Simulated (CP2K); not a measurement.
# How the settings of CP2K move a run on TePb

Simulated with CP2K 2026.2. This is a test of settings. The cell was built from a prototype and was relaxed with r2SCAN in plane waves (Ansatz 0.2.0). Not every such cell is a known phase. All runs are without spin polarisation.

It is hexagonal, P6_3/mmc (No. 194); a = 4.544 Å, c = 7.926 Å in the conventional setting, 35.43 Å³ an atom. Pb has 6 Te at 3.29 Å; Te has 6 Pb at 3.29 Å.

The base run uses PBE in the SZV-MOLOPT-SR basis.

```
&GLOBAL
 PROJECT run
 RUN_TYPE ENERGY_FORCE
 PRINT_LEVEL LOW
&END GLOBAL
&FORCE_EVAL
 METHOD QS
 STRESS_TENSOR ANALYTICAL
 &DFT
  BASIS_SET_FILE_NAME BASIS_MOLOPT
  POTENTIAL_FILE_NAME GTH_POTENTIALS
  &QS
   EXTRAPOLATION USE_GUESS
  &END QS
  &MGRID
   CUTOFF 350
   REL_CUTOFF 50
  &END MGRID
  &XC
   &XC_FUNCTIONAL PBE
   &END XC_FUNCTIONAL
  &END XC
  &KPOINTS
   SCHEME MONKHORST-PACK 5 5 3
   SYMMETRY F
   FULL_GRID F
  &END KPOINTS
  &SCF
   ADDED_MOS 10
   EPS_SCF 1e-6
   MAX_SCF 80
   &DIAGONALIZATION
   &END DIAGONALIZATION
   &MIXING
    METHOD BROYDEN_MIXING
    ALPHA 0.3
   &END MIXING
   &SMEAR
    METHOD FERMI_DIRAC
    ELECTRONIC_TEMPERATURE [K] 232
   &END SMEAR
   &PRINT
    &ITERATION_INFO
    &END ITERATION_INFO
   &END PRINT
  &END SCF
  &PRINT
   &BAND_STRUCTURE
    FILE_NAME bands.bs
    ADDED_MOS 6
    &KPOINT_SET
     UNITS B_VECTOR
     SPECIAL_POINT 0.00000000 0.00000000 0.00000000
     NPOINTS 0
    &END KPOINT_SET
    &KPOINT_SET
     UNITS B_VECTOR
     SPECIAL_POINT 0.50000000 0.00000000 0.00000000
     NPOINTS 0
    &END KPOINT_SET
    &KPOINT_SET
     UNITS B_VECTOR
     SPECIAL_POINT 0.33333333 0.33333333 0.00000000
     NPOINTS 0
    &END KPOINT_SET
    &KPOINT_SET
     UNITS B_VECTOR
     SPECIAL_POINT 0.00000000 0.00000000 0.50000000
     NPOINTS 0
    &END KPOINT_SET
    &KPOINT_SET
     UNITS B_VECTOR
     SPECIAL_POINT 0.50000000 0.00000000 0.50000000
     NPOINTS 0
    &END KPOINT_SET
    &KPOINT_SET
     UNITS B_VECTOR
     SPECIAL_POINT 0.33333333 0.33333333 0.50000000
     NPOINTS 0
    &END KPOINT_SET
   &END BAND_STRUCTURE
  &END PRINT
 &END DFT
 &SUBSYS
  &CELL
   A 4.54395152 0.00000000 0.00000000
   B -2.27197576 3.93517745 0.00000000
   C -0.00000000 -0.00000000 7.92576365
  &END CELL
  &COORD
   SCALED
   Pb -0.00000000 0.00000000 -0.00000000
   Pb 0.00000000 0.00000000 0.50000000
   Te 0.33333333 0.66666667 0.25000000
   Te 0.66666667 0.33333333 0.75000000
  &END COORD
  &KIND Pb
   BASIS_SET SZV-MOLOPT-SR-GTH
   POTENTIAL GTH-PBE
  &END KIND
  &KIND Te
   BASIS_SET SZV-MOLOPT-SR-GTH
   POTENTIAL GTH-PBE
  &END KIND
 &END SUBSYS
 &PRINT
  &STRESS_TENSOR
  &END STRESS_TENSOR
  &FORCES
  &END FORCES
 &END PRINT
&END FORCE_EVAL
```

Command: `cp2k.psmp -i run.inp`. It took 3.8 s on 2 threads of Arm Neoverse V1, with other jobs on the host, peak memory 0.26 GiB.

It converged with a gap of 0.21 eV and a pressure of 2.29 GPa (positive in compression). Pressures on CP2K's grid carry noise of some tenths of a GPa.

Each further run moved one setting: REL_CUTOFF (grid cutoff relative to the Gaussians, in Ry); CUTOFF (density grid cutoff in Ry); EPS_SCF (SCF threshold); XC_FUNCTIONAL (functional, with the PBE potentials kept). Changes are from the base run, which isn't itself converged in every setting; energies of another Hamiltonian, functional, basis or charge aren't compared, and those at a high electronic temperature are mostly its entropy term. CP2K's gap is over the listed points.

```tsv
setting	how it ended	gap change (eV)	energy change (meV/atom)	pressure change (GPa)	time (s)
REL_CUTOFF = 30	converged	0.00	0.0	0.00	3.1
CUTOFF = 280	converged	0.00	0.0	0.00	3.4
EPS_SCF = 1e-4	converged	0.00	0.0	0.00	3.2
CUTOFF = 200	converged	0.00	0.0	0.00	3.6
XC_FUNCTIONAL = OLYP	converged	0.10	–	0.85	3.5
EPS_SCF = 1e-2 (poor on purpose)	converged	0.00	0.0	0.00	2.3
```

REL_CUTOFF = 30 changes nothing that matters here. CUTOFF = 280 changes nothing that matters here. EPS_SCF = 1e-4 changes nothing that matters here. CUTOFF = 200 changes nothing that matters here. EPS_SCF = 1e-2 changes nothing that matters here.

Spin-orbit coupling is left out; in compounds of Pb, Bi, Tl or Hg it can lower a gap by up to about 1 eV, split its edges or invert the bands.
